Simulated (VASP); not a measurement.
Here is a VASP 6.6.1 calculation.

The input POSCAR:

```
Ge
1.0
    1.3588515060     -2.5292328040      0.0000000000
    1.3588515060      2.5292328040      0.0000000000
    0.0000000000      0.0000000000      2.6242693212
Ge
1
Direct
    0.5000000000      0.5000000000      0.0000000000
```

INCAR.step1

```
PREC = Accurate
ENCUT = 520
ISMEAR = 1
SIGMA = 0.3
LREAL = False
LASPH = True
NELM = 100
NBANDS = 13
GGA = PE
ALGO = Normal
EDIFF = 1E-4
LWAVE = True
LCHARG = False
```

INCAR.step2

```
PREC = Accurate
ENCUT = 520
EDIFF = 1E-7
ISMEAR = 1
SIGMA = 0.3
LREAL = False
LASPH = True
NELM = 100
ALGO = Normal
ISIF = 2
LWAVE = False
LCHARG = False
METAGGA = R2SCAN
LMIXTAU = True
IVDW = 12
VDW_S6 = 1.0
VDW_S8 = 0.78981345
VDW_A1 = 0.49484001
VDW_A2 = 5.73083694
NBANDS = 13
ISTART = 1
```

File KPOINTS:

```
regular mesh
0
Gamma
  9 9 9
```

Potentials or basis: VASP PAW PBE potentials, release 64 (Ge_d).

Launch:

```bash
$ cat potpaw_PBE.64/Ge_d/POTCAR > POTCAR
$ cp INCAR.step1 INCAR
$ mpirun -np 1 vasp_std > vasp.out
$ cp INCAR.step2 INCAR
$ mpirun -np 1 vasp_std > vasp.out
```

**Question.** What does it give for the pressure?

**Answer.** 1.8 GPa.

**Question.** Predict the dispersion energy per atom.

**Answer.** -0.174 eV.

**Question.** Predict the band gap on the k mesh.

**Answer.** None (metal or under the smearing width).

Stress tensor (GPa, compression positive):
```
 4.44  0.00  0.00
 0.00  2.41  0.00
 0.00  0.00 -1.54
```

Caveat: the PAW data sets were made with another functional, which shifts forces and pressure a little; pairwise dispersion overbinds metals, which lowers pressure and volume.
